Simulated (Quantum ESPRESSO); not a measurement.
# InP (F-43m) in Quantum ESPRESSO: settings compared

Aim: see how the results for InP move with the level of theory and the settings. Levels: LDA, PBE. Tasks: dielectric tensor, phonons.

Program: Quantum ESPRESSO 7.5. These are calculated values, not measurements. Logs are shortened: lines on timing, memory, paths and dates and some standing lists are left out, and cuts for length are marked.

**The experiment to reproduce.**

From a printed reference work, textbook, for a bulk crystal of InP at 300 K: high-frequency dielectric constant 9.61.

The results are compared with them further down.

### 1 The structure

It takes space group F-43m (No. 216, cubic). Conventional cell: a = 5.861 Å, b = 5.861 Å, c = 5.861 Å, α = 90.00°, β = 90.00°, γ = 90.00°. In (site symmetry -43m) has 4 P at 2.54 Å as nearest neighbours. P (site symmetry -43m) has 4 In at 2.54 Å as nearest neighbours.

### 2 Dielectric tensor, LDA

Contents of pw.in:

```
&CONTROL
  calculation = 'scf'
  prefix = 'pwscf'
  outdir = './tmp'
  pseudo_dir = './pseudo'
  tprnfor = .true.
  tstress = .true.
  disk_io = 'low'
/
&SYSTEM
  ibrav = 0
  nat = 2
  ntyp = 2
  ecutwfc = 56
  ecutrho = 448
  nbnd = 15
  occupations = 'smearing'
  smearing = 'fd'
  degauss = 0.00367493
/
&ELECTRONS
  conv_thr = 4d-10
  electron_maxstep = 120
  mixing_beta = 0.5
/
ATOMIC_SPECIES
In   114.8180 in_lda_v1.4.uspp.F.UPF
P     30.9738 p_lda_v1.5.uspp.F.UPF
CELL_PARAMETERS bohr
   0.0000000000    5.5378424082    5.5378424082
   5.5378424082    0.0000000000    5.5378424082
   5.5378424082    5.5378424082    0.0000000000
ATOMIC_POSITIONS bohr
In     0.0000000000    0.0000000000    0.0000000000
P      8.3067636123    8.3067636123    8.3067636123
K_POINTS automatic
10 10 10 1 1 1
```

Contents of gamma.in:

```
&CONTROL
  calculation = 'bands'
  prefix = 'pwscf'
  outdir = './tmp'
  pseudo_dir = './pseudo'
  disk_io = 'low'
  verbosity = 'high'
/
&SYSTEM
  ibrav = 0
  nat = 2
  ntyp = 2
  ecutwfc = 56
  ecutrho = 448
  nbnd = 15
  occupations = 'smearing'
  smearing = 'fd'
  degauss = 0.00367493
/
&ELECTRONS
  conv_thr = 1d-08
  electron_maxstep = 120
  mixing_beta = 0.5
  diago_full_acc = .true.
  startingwfc = 'random'
/
ATOMIC_SPECIES
In   114.8180 in_lda_v1.4.uspp.F.UPF
P     30.9738 p_lda_v1.5.uspp.F.UPF
CELL_PARAMETERS bohr
   0.0000000000    5.5378424082    5.5378424082
   5.5378424082    0.0000000000    5.5378424082
   5.5378424082    5.5378424082    0.0000000000
ATOMIC_POSITIONS bohr
In     0.0000000000    0.0000000000    0.0000000000
P      8.3067636123    8.3067636123    8.3067636123
K_POINTS crystal
1
0.0 0.0 0.0 1
```

Contents of scf2.in:

```
&CONTROL
  calculation = 'scf'
  prefix = 'pwscf'
  outdir = './tmp'
  pseudo_dir = './pseudo'
  tprnfor = .true.
  tstress = .true.
  disk_io = 'low'
/
&SYSTEM
  ibrav = 0
  nat = 2
  ntyp = 2
  ecutwfc = 56
  ecutrho = 448
  nbnd = 15
  occupations = 'fixed'
/
&ELECTRONS
  conv_thr = 1d-13
  electron_maxstep = 120
  mixing_beta = 0.5
  startingpot = 'file'
/
ATOMIC_SPECIES
In   114.8180 in_lda_v1.4.uspp.F.UPF
P     30.9738 p_lda_v1.5.uspp.F.UPF
CELL_PARAMETERS bohr
   0.0000000000    5.5378424082    5.5378424082
   5.5378424082    0.0000000000    5.5378424082
   5.5378424082    5.5378424082    0.0000000000
ATOMIC_POSITIONS bohr
In     0.0000000000    0.0000000000    0.0000000000
P      8.3067636123    8.3067636123    8.3067636123
K_POINTS automatic
10 10 10 1 1 1
```

Contents of ph.in:

```
dielectric of InP
&INPUTPH
  prefix = 'pwscf'
  outdir = './tmp'
  tr2_ph = 1d-18
  fildyn = 'dyn'
  niter_ph = 90
  alpha_mix(1) = 0.7
  epsil = .true.
  trans = .false.
  zeu = .true.
/
0.0000000000 0.0000000000 0.0000000000
```

Potentials or basis: GBRV 1.5 LDA.

Launch:

```sh
$ OMP_NUM_THREADS=1 pw.x -in pw.in > pw.out
$ OMP_NUM_THREADS=1 pw.x -in gamma.in > gamma.out
$ OMP_NUM_THREADS=1 pw.x -in scf2.in > scf2.out
$ OMP_NUM_THREADS=1 ph.x -in ph.in > ph.out
```

pw.out:

```text
This program is part of the open-source Quantum ESPRESSO suite
     for quantum simulation of materials; please cite
[... 9 lines left out ...]
     --------------------
     sticks:   dense  smooth     PW     G-vecs:    dense   smooth      PW
     Sum        1891     955    295                54313    19339    3287

     Using Slab Decomposition

     bravais-lattice index     =            0
     lattice parameter (alat)  =       7.8317  a.u.
     unit-cell volume          =     339.6658 (a.u.)^3
     number of atoms/cell      =            2
     number of atomic types    =            2
     number of electrons       =        18.00
     number of Kohn-Sham states=           15
     kinetic-energy cutoff     =      56.0000  Ry
     charge density cutoff     =     448.0000  Ry
     scf convergence threshold =      4.0E-10
     mixing beta               =       0.5000
     number of iterations used =            8  plain     mixing
     Exchange-correlation=  SLA  PZ   NOGX NOGC
                           (   1   1   0   0   0   0   0)

     celldm(1)=   7.831692  celldm(2)=   0.000000  celldm(3)=   0.000000
     celldm(4)=   0.000000  celldm(5)=   0.000000  celldm(6)=   0.000000

[... 8 lines left out ...]
               b(3) = (  0.707107  0.707107 -0.707107 )

     PseudoPot. # 1 for In read from file:
     in_lda_v1.4.uspp.F.UPF
     Pseudo is Ultrasoft + core correction, Zval = 13.0
     Generated by new atomic code, or converted to UPF format
     Using radial grid of  889 points,  6 beta functions with:
                l(1) =   0
                l(2) =   0
                l(3) =   1
                l(4) =   1
                l(5) =   2
                l(6) =   2
     Q(r) pseudized with  6 coefficients,  rinner =    1.400   1.400   1.400
                                                       1.400   1.400

     PseudoPot. # 2 for P  read from file:
     p_lda_v1.5.uspp.F.UPF
     Pseudo is Ultrasoft + core correction, Zval =  5.0
     Generated by new atomic code, or converted to UPF format
     Using radial grid of  903 points,  6 beta functions with:
                l(1) =   0
                l(2) =   0
                l(3) =   1
                l(4) =   1
                l(5) =   2
                l(6) =   2
     Q(r) pseudized with  8 coefficients,  rinner =    1.300   1.300   1.300
                                                       1.300   1.300

     atomic species   valence    mass     pseudopotential
     In               13.00   114.81800     In( 1.00)
     P                 5.00    30.97380     P ( 1.00)

     24 Sym. Ops. (no inversion) found

   Cartesian axes

     site n.     atom                  positions (alat units)
         1        In     tau(   1) = (   0.0000000   0.0000000   0.0000000  )
         2        P      tau(   2) = (   1.0606602   1.0606602   1.0606602  )

     number of k points=   110  Fermi-Dirac smearing, width (Ry)=  0.0037

     Number of k-points >= 100: set verbosity='high' to print them.

     Dense  grid:    54313 G-vectors     FFT dimensions: (  54,  54,  54)

     Smooth grid:    19339 G-vectors     FFT dimensions: (  40,  40,  40)

     Initial potential from superposition of free atoms

     starting charge      16.4999, renormalised to      18.0000
     Starting wfcs are   13 randomized atomic wfcs +    2 random wfcs

     Self-consistent Calculation

     iteration #  1     ecut=    56.00 Ry     beta= 0.50
     Davidson diagonalization with overlap
     ethr =  1.00E-02,  avg # of iterations =  7.6

     total energy              =    -147.72475964 Ry
     estimated scf accuracy    <       2.66465612 Ry

     iteration #  2     ecut=    56.00 Ry     beta= 0.50
     Davidson diagonalization with overlap
     ethr =  1.00E-02,  avg # of iterations =  2.0

     total energy              =    -148.65638596 Ry
     estimated scf accuracy    <       0.29575051 Ry

     iteration #  3     ecut=    56.00 Ry     beta= 0.50
     Davidson diagonalization with overlap
     ethr =  1.64E-03,  avg # of iterations =  2.0

     total energy              =    -148.70639964 Ry
     estimated scf accuracy    <       0.00643653 Ry

     iteration #  4     ecut=    56.00 Ry     beta= 0.50
     Davidson diagonalization with overlap
     ethr =  3.58E-05,  avg # of iterations =  5.6

     total energy              =    -148.70729575 Ry
     estimated scf accuracy    <       0.00063357 Ry

     iteration #  5     ecut=    56.00 Ry     beta= 0.50
     Davidson diagonalization with overlap
     ethr =  3.52E-06,  avg # of iterations =  4.2

     total energy              =    -148.70734954 Ry
     estimated scf accuracy    <       0.00003501 Ry

     iteration #  6     ecut=    56.00 Ry     beta= 0.50
     Davidson diagonalization with overlap
     ethr =  1.95E-07,  avg # of iterations =  3.7

     total energy              =    -148.70736407 Ry
     estimated scf accuracy    <       0.00000129 Ry

     iteration #  7     ecut=    56.00 Ry     beta= 0.50
     Davidson diagonalization with overlap
     ethr =  7.16E-09,  avg # of iterations =  5.2

     total energy              =    -148.70736530 Ry
     estimated scf accuracy    <       0.00000057 Ry

     iteration #  8     ecut=    56.00 Ry     beta= 0.50
     Davidson diagonalization with overlap
     ethr =  3.16E-09,  avg # of iterations =  2.0

     total energy              =    -148.70736547 Ry
     estimated scf accuracy    <       0.00000003 Ry

     iteration #  9     ecut=    56.00 Ry     beta= 0.50
     Davidson diagonalization with overlap
     ethr =  1.44E-10,  avg # of iterations =  3.4

     End of self-consistent calculation

     Number of k-points >= 100: set verbosity='high' to print the bands.

     the Fermi energy is     7.1798 ev

!    total energy              =    -148.70736549 Ry
     estimated scf accuracy    <          2.0E-10 Ry
     smearing contrib. (-TS)   =      -0.00000006 Ry
     internal energy E=F+TS    =    -148.70736542 Ry

     The total energy is F=E-TS. E is the sum of the following terms:
     one-electron contribution =     -55.84947545 Ry
     hartree contribution      =      40.00177015 Ry
     xc contribution           =     -43.13925593 Ry
     ewald contribution        =     -89.72040420 Ry

     convergence has been achieved in   9 iterations

     Forces acting on atoms (cartesian axes, Ry/au):

     atom    1 type  1   force =    -0.00000000    0.00000000    0.00000000
     atom    2 type  2   force =     0.00000000    0.00000000    0.00000000

     Total force =     0.000000     Total SCF correction =     0.000000

     Computing stress (Cartesian axis) and pressure

          total   stress  (Ry/bohr**3)                   (kbar)     P=      -13.61
  -0.00009253  -0.00000000   0.00000000          -13.61       -0.00        0.00
  -0.00000000  -0.00009253   0.00000000           -0.00      -13.61        0.00
  -0.00000000   0.00000000  -0.00009253           -0.00        0.00      -13.61

=------------------------------------------------------------------------------=
   JOB DONE.
=------------------------------------------------------------------------------=
```

Wall time 14 min (1 thread of Arm Neoverse V1, shared host); peak memory 0.28 GiB.

Results:

| Property | Result |
| --- | --- |
| Free energy | -2023.2668 eV |
| Pressure | -1.4 GPa |
| Electronic dielectric tensor (diagonal) | 11.98 |
| Born charges (mean of the diagonal) | In +2.50; P -2.49 e |

Levels at points of the mesh, in eV from the valence-band top:
```csv
k point,band 5,band 6,band 7,band 8,band 9,band 10,band 11,band 12,band 13,band 14
"(0.05, 0.05, 0.05)",-13.97,-11.51,-0.47,0.00,0.00,0.91,3.98,4.03,4.03,8.43
```

Electronic dielectric tensor:
```
11.98  0.00  0.00
 0.00 11.98  0.00
 0.00  0.00 11.98
```

Born effective charge tensors (e):
atom 1, In
```
2.50 0.00 0.00
0.00 2.50 0.00
0.00 0.00 2.50
```
atom 2, P
```
-2.49  0.00  0.00
 0.00 -2.49  0.00
 0.00  0.00 -2.49
```

Caveat: the gap on the mesh is small and may close between mesh points, in which case fixed occupations spoil the response.

(Continued in part 2 of 3.)
